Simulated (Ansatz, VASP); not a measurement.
**W in VASP and in Ansatz**

```
W
1.0
    -1.59196    1.59196    1.59196
     1.59196   -1.59196    1.59196
     1.59196    1.59196   -1.59196
W
1
Cartesian
  0.0000 0.0000 0.0000
```

Alike in both runs: functional PBE; k mesh 32 × 32 × 32; occupations gaussian, width 0.1 eV; no spin polarisation.

Ansatz relaxed the structure, and its values are those at the end. VASP's run is a single point on that final structure, the one shown.

```csv
,VASP,Ansatz
version,VASP 6.6.1,Ansatz 0.2.0
potentials or method,"VASP PAW PBE potentials, release 64 (W_sv)","scalar-relativistic, plane waves, PAW"
plane-wave cutoff (eV),520,420
valence electrons in the cell,14,14
```

```csv
,VASP,Ansatz,Ansatz less VASP
gap on the k mesh at the Fermi level (eV),none,none,-
pressure (GPa),0.4,0.0,-0.45
```

A gap of «none» marks a metal or a gap that the smearing closes. With one functional, cell and mesh, what is left measures potentials, basis and numerics.

Spin-orbit coupling is left out, which matters for the levels of W.
